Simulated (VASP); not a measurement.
# Li (R-3m) in VASP: notebook, part 2 of 2

VASP 6.6.1. The steps go on from the part before.

**3. Relaxation of cell and atoms, PBE**

This run uses another cell than the first one, of 21.30 Å³/atom, 1.048 times its volume.

Contents of INCAR:

```
PREC = Accurate ; ENCUT = 600
EDIFF = 1E-6 ; ISMEAR = 0
SIGMA = 0.1 ; LREAL = F
LASPH = T ; NELM = 100
ALGO = Normal ; ISIF = 3
LWAVE = F ; LCHARG = F
GGA = PE ; IBRION = 2
NSW = 90 ; EDIFFG = -0.04
```

Contents of KPOINTS:

```
regular mesh
0
Gamma
  6 6 4
```

Contents of POSCAR:

```
Li
1.0
    1.7183423735     -5.4509350216      0.0000000000
    1.7183423735      5.4509350216      0.0000000000
    0.0000000000      0.0000000000      4.5476372181
Li
4
Direct
    0.0980000000      0.9020000000      0.9100000000
    0.5980000000      0.4020000000      0.5900000000
    0.9020000000      0.0980000000      0.0900000000
    0.4020000000      0.5980000000      0.4100000000
```

Potentials or basis: VASP PAW PBE potentials, release 64 (Li_sv).

The run is started by

```console
cat potpaw_PBE.64/Li_sv/POTCAR > POTCAR
mpirun -np 1 vasp_std > vasp.out
```

OUTCAR:

```text
PREC = Accurate
   ENCUT = 600
   EDIFF = 1E-6
   ISMEAR = 0
   LREAL = F
   LASPH = T
   NELM = 100
   ISIF = 3
   GGA = PE
   IBRION = 2
   NSW = 90
   EDIFFG = -0.04

 ion  position               nearest neighbor table
   1  0.098  0.902  0.910-   2 2.25   2 2.25   3 2.29
   2  0.598  0.402  0.590-   1 2.25   1 2.25   4 2.29
   3  0.902  0.098  0.090-   4 2.25   4 2.25   1 2.29
   4  0.402  0.598  0.410-   3 2.25   3 2.25   2 2.29

  LATTYP: Found a base centered orthorhombic cell.
 ALAT       =     3.4366847470
 B/A-ratio  =     3.1722054380
 C/A-ratio  =     1.3232628399

  Lattice vectors:

 A1 = (   1.7183423735,  -5.4509350216,   0.0000000000)
 A2 = (   1.7183423735,   5.4509350216,   0.0000000000)
 A3 = (   0.0000000000,   0.0000000000,   4.5476372181)

Analysis of symmetry for initial positions (statically):
=====================================================================
 Subroutine PRICEL returns:
 Original cell was already a primitive cell.

 Routine SETGRP: Setting up the symmetry group for a
 base centered orthorhombic supercell.

 Subroutine GETGRP returns: Found  8 space group operations
 (whereof  4 operations were pure point group operations)
 out of a pool of  8 trial point group operations.

The static configuration has the point symmetry C_2h.
 The point group associated with its full space group is D_2h.

Analysis of symmetry for dynamics (positions and initial velocities):
=====================================================================
 Subroutine PRICEL returns:
 Original cell was already a primitive cell.

 Routine SETGRP: Setting up the symmetry group for a
 base centered orthorhombic supercell.

 Subroutine GETGRP returns: Found  8 space group operations
 (whereof  4 operations were pure point group operations)
 out of a pool of  8 trial point group operations.

The dynamic configuration has the point symmetry C_2h.
 The point group associated with its full space group is D_2h.

 Subroutine INISYM returns: Found  8 space group operations
 (whereof  4 operations are pure point group operations),
 and found     1 'primitive' translations

----------------------------------------------------------------------------------------

                                     Primitive cell

  volume of cell :      85.1915

  direct lattice vectors                    reciprocal lattice vectors
     1.718342374 -5.450935022  0.000000000     0.290978101 -0.091727382  0.000000000
     1.718342374  5.450935022  0.000000000     0.290978101  0.091727382  0.000000000
     0.000000000  0.000000000  4.547637218     0.000000000  0.000000000  0.219894409

  length of vectors
     5.715364653  5.715364653  4.547637218     0.305093703  0.305093703  0.219894409

  position of ions in fractional coordinates (direct lattice)
     0.098000000  0.902000000  0.910000000
     0.598000000  0.402000000  0.590000000
     0.902000000  0.098000000  0.090000000
     0.402000000  0.598000000  0.410000000

  ion indices of the primitive-cell ions
   primitive index   ion index
                 1           1
                 2           2
                 3           3
                 4           4

----------------------------------------------------------------------------------------
[... 71 lines left out ...]
   LREAL  =      F    real-space projection
   EDIFFG = -.4E-01   stopping-criterion for IOM
   NSW    =     90    number of steps for IOM
   IBRION =      2    ionic relax: 0-MD 1-quasi-New 2-CG
   NFREE  =      1    steps in history (QN), initial steepest desc. (CG)
   ISIF   =      3    stress and relaxation
   ISYM   =      2    0-nonsym 1-usesym 2-fastsym
   POTIM  = 0.5000    time-step for ionic-motion
   TEBEG  =    0.0;   TEEND  =   0.0 temperature during run
   PSTRESS=    0.0 pullay stress
   NELECT =      12.0000    total number of electrons
   NUPDOWN=      -1.0000    fix difference up-down
   EMIN   =  10.00;   EMAX   =-10.00  energy-range for DOS
   EFERMI =   0.00;   METHOD = LEGACY
   ISMEAR =     0;   SIGMA  =   0.10  broadening in eV -4-tet -1-fermi 0-gaus
   EFERMI_NEDOS =   21; number of points for ismear=-14 and -15
   IALGO  =     38    algorithm
   IMIX   =      4    mixing-type and parameters
     AMIX     =   0.40;   BMIX     =  1.00
     AMIX_MAG =   1.60;   BMIX_MAG =  1.00
  volume/ion in A,a.u.               =      21.30       143.73
  Fermi-wavevector in a.u.,A,eV,Ry     =   0.851798  1.609664  9.871831  0.725559
  Thomas-Fermi vector in A             =   1.967986
   LORBIT       =      0    0 simple, 1 ext, 2 COOP (PROOUT), +10 PAW based schemes
   GGA     = PE    functional components
   LHFCALC =     F    Hartree Fock is set to
   AEXX    =    0.0000 exact exchange contribution
   IVDW    =     0    specifies the selected vdW correction
   LEPSILON=     F    determine dielectric tensor
   LRPA    =     F    only Hartree local field effects (RPA)
 conjugate gradient relaxation of ions
 non-spin polarized calculation
 Gauss-broadening in eV      SIGMA  =   0.10
  energy-cutoff  :      600.00
  volume of cell :       85.19
 maximum number of plane-waves:      2869
 NGX is ok and might be reduce to    48

--------------------------------------- Ionic step        1  -------------------------------------------

 number of electron      11.9999988 magnetization

 Free energy of the ion-electron system (eV)
  ---------------------------------------------------
  ext. energy  EPLUGINS =         0.00000000
  ---------------------------------------------------
  free energy    TOTEN  =        -5.70759105 eV

  energy without entropy =       -5.70147820  energy(sigma->0) =       -5.70453462

------------------------ aborting loop because EDIFF is reached ----------------------------------------

  FORCE on cell =-STRESS in cart. coord.  units (eV):
  Direction    XX          YY          ZZ          XY          YZ          ZX
  --------------------------------------------------------------------------------------
  -------------------------------------------------------------------------------------
  Total        2.4266033      0.4469713      0.6417342      0.0000000      0.0000000      0.0000000
  in kB       45.6365545      8.4060832     12.0689438      0.0000000      0.0000000      0.0000000
  external PRESSURE =      22.0371938 kB  Pullay stress =       0.0000000 kB
[... 95 lines left out ...]
  FREE ENERGIE OF THE ION-ELECTRON SYSTEM (eV)
  ---------------------------------------------------
  free  energy   TOTEN  =        -6.8995847076 eV

  energy  without entropy=       -6.8963058028  energy(sigma->0) =       -6.89794526

 E-fermi :  -0.0164     XC(G=0):  -6.4078

 val. band max:       -0.0618622789   @ k =   0.1667   0.0000   0.2500
 cond. band min:       0.0123862822   @ k =   0.3333   0.1667   0.0000
 fundamental gap:      0.0742485611
 Fermi energy:        -0.0163994768

 k-point     1 :       0.0000    0.0000    0.0000
  band No.  band energies     occupation
      1     -47.2384      2.00000
      2     -47.2273      2.00000
      3     -47.2230      2.00000
      4     -47.2131      2.00000
      5      -3.2264      2.00000
      6      -0.2057      1.99257
      7       1.2132      0.00000
      8       1.8618      0.00000
      9       3.7569      0.00000
     10       4.3598      0.00000
[... 287 lines left out ...]
 k-point    24 :       0.5000    0.3333    0.2500
  band No.  band energies     occupation
      1     -47.2354      2.00000
      2     -47.2291      2.00000
      3     -47.2216      2.00000
      4     -47.2153      2.00000
      5      -2.0413      2.00000
      6      -1.3729      2.00000
      7       0.5480      0.00000
      8       1.3107      0.00000
      9       2.6034      0.00000
     10       4.7609      0.00000

 [... further k-points ...]

[... ionic steps 4 to 17 ...]

--------------------------------------- Ionic step       18  -------------------------------------------

 number of electron      11.9999979 magnetization

------------------------ aborting loop because EDIFF is reached ----------------------------------------
[... 71 lines left out ...]
--------------------------------------- Ionic step       20  -------------------------------------------

 number of electron      12.0000007 magnetization

 Free energy of the ion-electron system (eV)
  ---------------------------------------------------
  ext. energy  EPLUGINS =         0.00000000
  ---------------------------------------------------
  free energy    TOTEN  =        -7.47574199 eV

  energy without entropy =       -7.46597479  energy(sigma->0) =       -7.47085839

 E-fermi :   0.5966     XC(G=0):  -7.0560

 val. band max:        0.4979897342   @ k =   0.3333   0.3333   0.5000
 cond. band min:       0.6035624399   @ k =   0.3333   0.1667   0.5000
 fundamental gap:      0.1055727057
 Fermi energy:         0.5965551649

 k-point     1 :       0.0000    0.0000    0.0000
  band No.  band energies     occupation
      1     -45.9527      2.00000
      2     -45.9324      2.00000
      3     -45.9297      2.00000
      4     -45.9128      2.00000
      5      -2.9205      2.00000
      6       0.2338      2.00000
      7       0.7874      0.00695
      8       3.0268      0.00000
      9       3.8726      0.00000
     10       5.1166      0.00000
[... 330 lines left out ...]
  FREE ENERGIE OF THE ION-ELECTRON SYSTEM (eV)
  ---------------------------------------------------
  free  energy   TOTEN  =        -7.4757419891 eV

  energy  without entropy=       -7.4659747940  energy(sigma->0) =       -7.47085839

 reached required accuracy - stopping structural energy minimisation
```

OSZICAR:

```text
N       E                     dE             d eps       ncg     rms          rms(c)
DAV:   1     0.332472982273E+02    0.33247E+02   -0.66820E+03   780   0.126E+03
DAV:   2     0.635387472037E+01   -0.26893E+02   -0.26054E+02   834   0.188E+02
DAV:   3    -0.527593762001E+01   -0.11630E+02   -0.11520E+02  1546   0.668E+01
[... 187 lines left out ...]
DAV:   2    -0.747534739544E+01   -0.10312E-01   -0.10265E-01   882   0.363E+00    0.631E-01
DAV:   3    -0.747572405011E+01   -0.37665E-03   -0.58725E-03  1250   0.718E-01    0.553E-02
DAV:   4    -0.747574796709E+01   -0.23917E-04   -0.39030E-04  1010   0.186E-01    0.276E-02
DAV:   5    -0.747574189962E+01    0.60675E-05   -0.18228E-05  1230   0.373E-02    0.371E-03
DAV:   6    -0.747574198911E+01   -0.89485E-07   -0.18880E-06   746   0.157E-02
  20 F= -.74757420E+01 E0= -.74708584E+01  d E =-.135881E-01
```

CONTCAR:

```text
Li
   1.00000000000000
     1.5795163848962688   -5.2312396983822804    0.0000000000000000
     1.5795163848962688    5.2312396983822804   -0.0000000000000000
     0.0000000000000000    0.0000000000000000    4.8747239446204071
  Li
     4
Direct
     0.1317249542339007    0.8682750457660995    0.9990635643324244
     0.6317249542339005    0.3682750457660995    0.5009364356675756
     0.8682750457660995    0.1317249542339007    0.0009364356675756
     0.3682750457660995    0.6317249542339005    0.4990635643324245

  0.00000000E+00  0.00000000E+00  0.00000000E+00
  0.00000000E+00  0.00000000E+00  0.00000000E+00
  0.00000000E+00  0.00000000E+00  0.00000000E+00
  0.00000000E+00  0.00000000E+00  0.00000000E+00
```

Wall time 6.9 min (1 thread of AMD EPYC 9R45 (Zen 5), shared host); peak memory 0.25 GiB.

What came out:

```
Free energy                            : -7.4757 eV
Relaxed volume                         : 20.14 Å³/atom
Relaxed cell                           : a = 5.464 Å, b = 5.464 Å, c = 4.875 Å, α = 90.00°, β = 90.00°, γ = 146.40°
Space group after relaxing (to 0.05 Å) : Fmmm (No. 69)
Energy gained by relaxing              : 442.0 meV/atom
Ionic steps                            : 20
Pressure after relaxing                : 0.0 GPa
Largest force after relaxing           : 0.035 eV/Å
Band gap on the k mesh                 : none (metal or under the smearing width)
```

Forces on the atoms (eV/Å):
```
Li   0.000  0.032  0.016
Li   0.000  0.032 -0.016
Li   0.000 -0.032 -0.016
Li   0.000 -0.032  0.016
```

Stress tensor (GPa, compression positive):
```
 0.15  0.00  0.00
 0.00 -0.03  0.00
 0.00  0.00 -0.01
```

Step by step:
| step | energy change (eV) | largest force (eV/Å) | pressure (GPa) | volume (Å³) |
| --- | --- | --- | --- | --- |
| 1 | 0.0000 | 1.5080 | 2.20 | 85.19 |
| 2 | -0.4560 | 1.2525 | 0.97 | 88.84 |
| 3 | -1.1920 | 0.6228 | -1.51 | 100.23 |
| 4 | -1.2738 | 0.4611 | -2.07 | 104.55 |
| 5 | -1.2857 | 0.4063 | -2.26 | 106.38 |
| 6 | -1.5149 | 0.2548 | -1.85 | 97.91 |
| 7 | -1.6490 | 0.1302 | -1.05 | 88.11 |
| 8 | -1.6532 | 0.1565 | -0.79 | 86.03 |
| 9 | -1.7042 | 0.1150 | -0.20 | 81.60 |
| 10 | -1.7148 | 0.0907 | 0.23 | 79.06 |
| 11 | -1.7150 | 0.0872 | 0.32 | 78.64 |
| 12 | -1.7252 | 0.0402 | 0.18 | 79.43 |
| 13 | -1.7371 | 0.0615 | -0.05 | 81.15 |
| 14 | -1.7175 | 0.2349 | -0.44 | 84.38 |
| 15 | -1.7386 | 0.1069 | -0.12 | 81.79 |
| 16 | -1.7475 | 0.1105 | -0.16 | 82.04 |
| 17 | -1.7514 | 0.1211 | -0.25 | 82.63 |
| 18 | -1.7546 | 0.1173 | -0.22 | 82.42 |
| 19 | -1.7612 | 0.0919 | -0.15 | 81.87 |
| 20 | -1.7682 | 0.0353 | 0.04 | 80.56 |

Final structure:
```
Li
1.0
     1.57952   -5.23124    0.00000
     1.57952    5.23124    0.00000
     0.00000    0.00000    4.87472
Li
4
Direct
  0.13172 0.86827 0.99906
  0.63172 0.36827 0.50094
  0.86827 0.13172 0.00094
  0.36827 0.63172 0.49906
```

Caveat: the cutoff is under 1.25 times the usual one of these potentials, so pressure, stress and relaxed cells hold a basis-set (Pulay) error.

**4. Single point, PBE**

This run uses another cell than the first one: it holds 2 atoms, not 4.

Contents of INCAR:

```
PREC     = Accurate       # precision mode
ENCUT    = 520            # plane-wave cutoff, eV
EDIFF    = 1E-7           # SCF threshold, eV
ISMEAR   = 0              # smearing method
SIGMA    = 0.1            # smearing width, eV
LREAL    = False          # projectors in reciprocal space
LASPH    = True           # aspherical terms in the spheres
NELM     = 100            # most SCF steps
ALGO     = Fast           # electronic algorithm
ISIF     = 2              # what is computed and relaxed
LWAVE    = False          # write WAVECAR
LCHARG   = True           # write CHGCAR
GGA      = PE             # functional
LELF     = True           # ELF
LVHAR    = True         
NBANDS   = 10             # bands
```

Contents of KPOINTS:

```
regular mesh
0
Gamma
  16 16 16
```

Contents of POSCAR:

```
Li
1.0
    0.0000000000      2.5256385766      5.2742574805
    1.5265644174      0.0000000000      5.2742574805
    1.5265644174      2.5256385766      0.0000000000
Li
2
Direct
    0.8697154636      0.8697154636      0.1302845364
    0.1302845364      0.1302845364      0.8697154636
```

Potentials or basis: VASP PAW PBE potentials, release 64 (Li_sv).

The run is started by

```console
cat potpaw_PBE.64/Li_sv/POTCAR > POTCAR
mpirun -np 1 vasp_std > vasp.out
```

OUTCAR:

```text
PREC = Accurate
   ENCUT = 520
   EDIFF = 1E-7
   ISMEAR = 0
   LREAL = False
   LASPH = True
   NELM = 100
   ISIF = 2
   GGA = PE

 ion  position               nearest neighbor table
   1  0.870  0.870  0.130-
   2  0.130  0.130  0.870-

  LATTYP: Found a face centered orthorhombic cell.
 ALAT       =     3.0531288348
 B/A-ratio  =     1.6544592209
 C/A-ratio  =     3.4549852076

  Lattice vectors:

 A1 = (   0.0000000000,   2.5256385766,   5.2742574805)
 A2 = (   1.5265644174,   0.0000000000,   5.2742574805)
 A3 = (   1.5265644174,   2.5256385766,   0.0000000000)
[... 490 lines left out ...]
      5       3.0491      0.00000
      6      12.3182      0.00000
      7      12.3665      0.00000
      8      13.4072      0.00000
      9      13.9194      0.00000
     10      14.2697      0.00000

 [... further k-points ...]
[... 5 lines left out ...]
  --------------------------------------------------------------------------------------
  -------------------------------------------------------------------------------------
  Total       -0.0208724     -0.0141316     -0.0226620      0.0000000      0.0000000      0.0000000
  in kB       -0.8222523     -0.5567041     -0.8927516      0.0000000      0.0000000      0.0000000
  external PRESSURE =      -0.7572360 kB  Pullay stress =       0.0000000 kB

 VOLUME and BASIS-vectors are now :
 -----------------------------------------------------------------------------
  energy-cutoff  :      520.00
  volume of cell :       40.67
      direct lattice vectors                 reciprocal lattice vectors
     0.000000000  2.525638577  5.274257481    -0.327532854  0.197969735  0.094800074
     1.526564417  0.000000000  5.274257481     0.327532854 -0.197969735  0.094800074
     1.526564417  2.525638577  0.000000000     0.327532854  0.197969735 -0.094800074

 POSITION                                       TOTAL-FORCE (eV/Angst)
 -----------------------------------------------------------------------------------
      1.52656      2.52564      9.17421         0.000000      0.000000      0.000990
      1.52656      2.52564      1.37431         0.000000      0.000000     -0.000990
 -----------------------------------------------------------------------------------
    total drift:                                0.000000      0.000000      0.000000

  FREE ENERGIE OF THE ION-ELECTRON SYSTEM (eV)
  ---------------------------------------------------
  free  energy   TOTEN  =        -3.7391514760 eV

  energy  without entropy=       -3.7347616480  energy(sigma->0) =       -3.73695656
```

OSZICAR:

```text
N       E                     dE             d eps       ncg     rms          rms(c)
DAV:   1     0.176943163324E+02    0.17694E+02   -0.31271E+03 12428   0.571E+02
DAV:   2    -0.100866096450E+01   -0.18703E+02   -0.18186E+02 15694   0.110E+02
DAV:   3    -0.369433613764E+01   -0.26857E+01   -0.26647E+01 20602   0.319E+01
DAV:   4    -0.374763407424E+01   -0.53298E-01   -0.53189E-01 16716   0.470E+00
DAV:   5    -0.374812738864E+01   -0.49331E-03   -0.49328E-03 16968   0.445E-01    0.377E-01
RMM:   6    -0.374124788454E+01    0.68795E-02   -0.75781E-04 17720   0.208E-01    0.218E-01
RMM:   7    -0.373909660884E+01    0.21513E-02   -0.15119E-03 18526   0.275E-01    0.545E-02
RMM:   8    -0.373909691946E+01   -0.31062E-06   -0.89412E-04 20492   0.185E-01    0.199E-02
RMM:   9    -0.373914045433E+01   -0.43535E-04   -0.35010E-04 22041   0.112E-01    0.162E-02
RMM:  10    -0.373915452847E+01   -0.14074E-04   -0.80412E-05 22106   0.474E-02    0.556E-03
RMM:  11    -0.373914935213E+01    0.51763E-05   -0.29938E-05 21815   0.273E-02    0.637E-03
RMM:  12    -0.373914311180E+01    0.62403E-05   -0.13861E-05 22412   0.191E-02    0.153E-02
RMM:  13    -0.373914581368E+01   -0.27019E-05   -0.30427E-06 20435   0.909E-03    0.989E-03
RMM:  14    -0.373914885395E+01   -0.30403E-05   -0.86571E-07 18505   0.466E-03    0.421E-03
RMM:  15    -0.373915012125E+01   -0.12673E-05   -0.27725E-07 16165   0.284E-03    0.197E-03
RMM:  16    -0.373915117154E+01   -0.10503E-05   -0.12910E-07 15650   0.233E-03    0.410E-04
RMM:  17    -0.373915151822E+01   -0.34668E-06   -0.41695E-08 14376   0.171E-03    0.209E-04
RMM:  18    -0.373915147599E+01    0.42230E-07   -0.27492E-08 13384   0.132E-03
   1 F= -.37391515E+01 E0= -.37369566E+01  d E =-.438983E-02
```

Wall time 6.2 min (1 thread of AMD EPYC 9R45 (Zen 5), shared host); peak memory 0.31 GiB.

What came out:

```yaml
Free_energy: -3.7392 eV
Band_gap_on_the_k_mesh: none (metal or under the smearing width)
```

Caveat: the cutoff is under 1.25 times the usual one of these potentials, so pressure, stress and relaxed cells hold a basis-set (Pulay) error.

**5. The runs side by side**

| task | cell | k mesh | cutoff (eV) | mesh quality | gap on the mesh (eV) | largest force (eV/Å) |
| --- | --- | --- | --- | --- | --- | --- |
| single point | R-3m, 20.32 Å³/atom | 6 × 6 × 6 | 520 | coarse | none | 0.01 |
| relaxation of cell and atoms | relaxed | 6 × 6 × 4 | 600 | not flagged | none | 0.04 |
| single point | Fmmm, 20.34 Å³/atom | 16 × 16 × 16 | 520 | not flagged | none | - |

Alike in all rows: level PBE; potentials or basis VASP PAW PBE potentials, release 64 (Li_sv); no spin polarisation; smearing gaussian 0.1 eV.

Caveats: some runs use coarse meshes; the cutoff is under 1.25 times the usual one of these potentials, so pressure, stress and relaxed cells hold a basis-set (Pulay) error.

Total energies depend on the potentials used, so only differences within one code and one set of settings carry meaning.
